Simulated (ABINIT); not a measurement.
# Beyond one shot: BeTe (F-43m), part 2 of 2

Aim: iterate the self-energy on BeTe (F-43m) and follow the gap from cycle to cycle.

ABINIT 10.8.3; PBE and many-body steps on it, plane waves. Known limits of the many-body steps: not at the basis limit; exchange with frozen shells missing; no spin-orbit coupling; coarse k mesh.

So far. Step 8 (evGW0, cycle 4): Against the cycle before, the gap moves by −0.003 eV. Step 11 (evGW, cycle 1): Against G0W0 in ABINIT (4×4×4 mesh, 128 bands, screening to 163.3 eV, Godby-Needs plasmon pole), the gap moves by +0.400 eV.

**14. evGW, cycle 2**

This step: evGW on PBE, plane waves, norm-conserving pseudopotentials.

File run.abi:

```
acell 3*1.0 Angstrom
rprim 
  -0.000000000000 2.831458787600 2.831458787600
  2.831458787600 0.000000000000 2.831458787600
  2.831458787600 2.831458787600 0.000000000000
ntypat 2
znucl 4 52
natom 2
typat 1 2
xred 
  0.000000000000 0.000000000000 0.000000000000
  0.750000000000 0.750000000000 0.750000000000
pp_dirpath "pseudos"
pseudos "Be.upf, Te.upf"
ecut 38
ngkpt 4 4 4
nshiftk 1
shiftk 0 0 0
kptopt 1
chksymbreak 0
istwfk *1
occopt 1
irdwfk 1
optdriver 4
nband 128
gwcalctyp 10
ecutsigx 38
symsigma 1
nkptgw 8
kptgw 
  0.0000000000 0.0000000000 0.0000000000
  0.2500000000 0.0000000000 0.0000000000
  0.5000000000 0.0000000000 0.0000000000
  0.2500000000 0.2500000000 0.0000000000
  0.5000000000 0.2500000000 0.0000000000
  -0.2500000000 0.2500000000 0.0000000000
  0.5000000000 0.5000000000 0.0000000000
  -0.2500000000 0.5000000000 0.2500000000
bdgw 
  1 14
  1 14
  1 14
  1 14
  1 14
  1 14
  1 14
  1 14
ecuteps 6
irdscr 1
ppmodel 1
irdqps 1
indata_prefix "in"
outdata_prefix "out"
tmpdata_prefix "tmp"
```

The run is started by

```sh
> OMP_NUM_THREADS=1 mpirun -n 8 abinit run.abi > log
```

Wall time 57 s (8 MPI ranks of Arm Neoverse V2, shared host); peak memory 2.5 GiB.

This step gave:

```
quasiparticle gap on the mesh                         : 3.786 eV
gap of the density functional on the mesh             : 2.028 eV
k of the valence top                                  : 0, 0, 0
k of the conduction bottom                            : 0.5, 0.5, 0
least direct quasiparticle gap on the computed points : 5.594 eV
```

Against the cycle before, the gap moves by +0.024 eV.

**15. Screening, 4×4×4 mesh, 128 bands, screening to 163.3 eV**

This step: RPA screening on PBE, plane waves, norm-conserving pseudopotentials.

File run.abi:

```
acell 3*1.0 Angstrom
rprim 
  -0.000000000000 2.831458787600 2.831458787600
  2.831458787600 0.000000000000 2.831458787600
  2.831458787600 2.831458787600 0.000000000000
ntypat 2
znucl 4 52
natom 2
typat 1 2
xred 
  0.000000000000 0.000000000000 0.000000000000
  0.750000000000 0.750000000000 0.750000000000
pp_dirpath "pseudos"
pseudos "Be.upf, Te.upf"
ecut 38
ngkpt 4 4 4
nshiftk 1
shiftk 0 0 0
kptopt 1
chksymbreak 0
istwfk *1
occopt 1
irdwfk 1
optdriver 3
nband 128
ecuteps 6
inclvkb 2
awtr 1
symchi 1
gwcalctyp 10
mbpt_sciss 1.894 eV
nqptdm 1
qptdm 
  0 0 0
indata_prefix "in"
outdata_prefix "out"
tmpdata_prefix "tmp"
```

Elapsed: 3.2 s, on 8 MPI ranks; peak memory 1.4 GiB.

Numbers from this step:

- ε∞ with local fields, on this mesh, along the program's q direction: 6.882
- the same without local fields: 7.677
- plasma frequency: 24.65 eV
- plane waves in the screening matrix: 181

This screening uses the functional's bands under a rigid shift, the mean opening of the cycle before.

**16. Screening, 4×4×4 mesh, 128 bands, screening to 163.3 eV**

This step: RPA screening on PBE from quasiparticle energies, plane waves, norm-conserving pseudopotentials.

run.abi: that of step 15 with these lines changed.

```diff
@@ -29,7 +29,13 @@
 symchi 1
+irdqps 1
 gwcalctyp 10
-mbpt_sciss 1.894 eV
-nqptdm 1
+nqptdm 7
 qptdm 
-  0 0 0
+  0.2500000000 0.0000000000 0.0000000000
+  0.5000000000 0.0000000000 0.0000000000
+  0.2500000000 0.2500000000 0.0000000000
+  0.5000000000 0.2500000000 0.0000000000
+  -0.2500000000 0.2500000000 0.0000000000
+  0.5000000000 0.5000000000 0.0000000000
+  -0.2500000000 0.5000000000 0.2500000000
 indata_prefix "in"
```

File mrgscr.stdin:

```
2
merged
q0_SCR
out_SCR
1
```

The run is started by

```sh
> OMP_NUM_THREADS=1 mpirun -n 8 abinit run.abi > log; mrgscr < mrgscr.stdin
```

It took 11 s on 8 MPI ranks; peak memory 1.3 GiB; 89 s of CPU time.

This step gave:

* plasma frequency: 24.65 eV
* plane waves in the screening matrix: 181

This screening reads the quasiparticle levels of the cycle before.

**17. evGW, cycle 3**

This step: evGW on PBE, plane waves, norm-conserving pseudopotentials.

run.abi: that of step 16 with these lines changed.

```diff
@@ -23,12 +23,10 @@
 irdwfk 1
-optdriver 3
+optdriver 4
 nband 128
-ecuteps 6
-inclvkb 2
-awtr 1
-symchi 1
-irdqps 1
 gwcalctyp 10
-nqptdm 7
-qptdm 
+ecutsigx 38
+symsigma 1
+nkptgw 8
+kptgw 
+  0.0000000000 0.0000000000 0.0000000000
   0.2500000000 0.0000000000 0.0000000000
@@ -40,2 +38,15 @@
   -0.2500000000 0.5000000000 0.2500000000
+bdgw 
+  1 14
+  1 14
+  1 14
+  1 14
+  1 14
+  1 14
+  1 14
+  1 14
+ecuteps 6
+irdscr 1
+ppmodel 1
+irdqps 1
 indata_prefix "in"
```

The run is started by

```sh
> OMP_NUM_THREADS=1 mpirun -n 8 abinit run.abi > log
```

Run time: 58 s. Hardware: 8 MPI ranks; peak memory 2.5 GiB; 7.7 min of CPU time.

Numbers from this step:

```
quasiparticle gap on the mesh                         : 3.787 eV
gap of the density functional on the mesh             : 2.028 eV
k of the valence top                                  : 0, 0, 0
k of the conduction bottom                            : 0.5, 0.5, 0
least direct quasiparticle gap on the computed points : 5.596 eV
```

Against the cycle before, the gap moves by +0.001 eV.

**18. The runs together**

Times are wall times on 8 MPI ranks of Arm Neoverse V2, shared host, good to a factor of about two. A run's time includes the screening step that it read.

```csv
run,mesh,bands,screening cutoff (eV),DFT gap (eV),gap on the mesh (eV),direct (eV),ε∞ used,time
G0W0,4×4×4,128,163.3,2.028,3.362,5.269,8.98,17 s
"evGW0, cycle 1",4×4×4,128,163.3,2.028,3.691,5.498,8.98,70 s
"evGW0, cycle 2",4×4×4,128,163.3,2.028,3.524,5.317,8.98,71 s
"evGW0, cycle 3",4×4×4,128,163.3,2.028,3.541,5.336,8.98,70 s
"evGW0, cycle 4",4×4×4,128,163.3,2.028,3.538,5.333,8.98,70 s
"evGW, cycle 1",4×4×4,128,163.3,2.028,3.762,5.573,7.12,73 s
"evGW, cycle 2",4×4×4,128,163.3,2.028,3.786,5.594,6.90,71 s
"evGW, cycle 3",4×4×4,128,163.3,2.028,3.787,5.596,6.88,72 s
```

**19. What came out**

| Quantity | Value |
| --- | --- |
| G0W0 | 3.362 eV |
| evGW0, cycle 1 | 3.691 eV |
| evGW0, cycle 2 | 3.524 eV |
| evGW0, cycle 3 | 3.541 eV |
| evGW0, cycle 4 | 3.538 eV |
| evGW, cycle 1 | 3.762 eV |
| evGW, cycle 2 | 3.786 eV |
| evGW, cycle 3 | 3.787 eV |
| known limits | not at the basis limit; exchange with frozen shells missing; no spin-orbit coupling; coarse k mesh |

**Reading.** Only the bands that the input lists are updated; the others, empty or deep, keep the functional's energies or take a rigid shift. The evGW loop starts from the last levels of evGW0, so its cycles and time come on top of those. evGW0 ends at 3.54 eV, +0.18 eV from G0W0, after 4 cycles that took 3.8 min beside the first screening; the last moved the gap by 0.003 eV. evGW ends at 3.79 eV, +0.42 eV from G0W0, after 3 cycles that took 3.6 min beside the first screening; the last moved the gap by 0.001 eV. The first cycle of evGW0 takes the full correction, without the factor Z, so it overshoots the one-shot value. Against experiment, by evGW, cycle 3: the gap of 3.79 eV lies +0.99 eV from the measured 2.8 eV (indirect, quoted 1997); the gap of 3.79 eV lies +1.09 eV from the measured 2.7 eV (indirect, quoted 1997). These are gaps on the mesh, at modest bands and cutoff. The calculation has static nuclei and no excitons; a measured gap holds zero-point and thermal motion, which mostly lowers it. Bands and cutoff are finite, so the gap is not at the basis limit. The miss can reach some tenths of an eV and take either sign; the mesh is an error of its own. The 4×4×4 mesh is coarse for this cell, which bears on the long-range parts of exchange and screening. The norm-conserving file of at least one element keeps a d shell over frozen s and p shells of the same row. Exchange with those shells is missing from the self-energy, an error of 0.3 to 0.9 eV in cases checked, whose sign depends on which edge lies on those atoms. In the updated screening the q = 0 part is built from Kohn-Sham bands under a rigid shift, the other q from the quasiparticle levels. The many-body steps are scalar-relativistic: spin-orbit coupling is not in them.

[Paths, hosts, dates, memory and timing lines, banners, echoed tables and standing remarks are left out of the program output.]

[Logs are printed without paths, hosts, clocks, repeated set-up lines and the standing remarks that a program may print on its own settings, such as how far it seeks lower states.]

[Runs of the session that timed out or met a known fault of the program may be left out.]

[Hosts, paths, dates, database ids (printed as entryN), source tags and the programs' standing remarks are cut or masked in the printed files.]

[G0W0 gaps are taken among the corrected bands and points alone; a level outside them can change the order at an edge.]

[Where Ansatz stands beside ABINIT at settings called matched, ABINIT's density can come from a denser mesh and the files from another edition; pairs whose starting gaps differed by over 0.03 eV were left out, so agreement reads better than it is.]
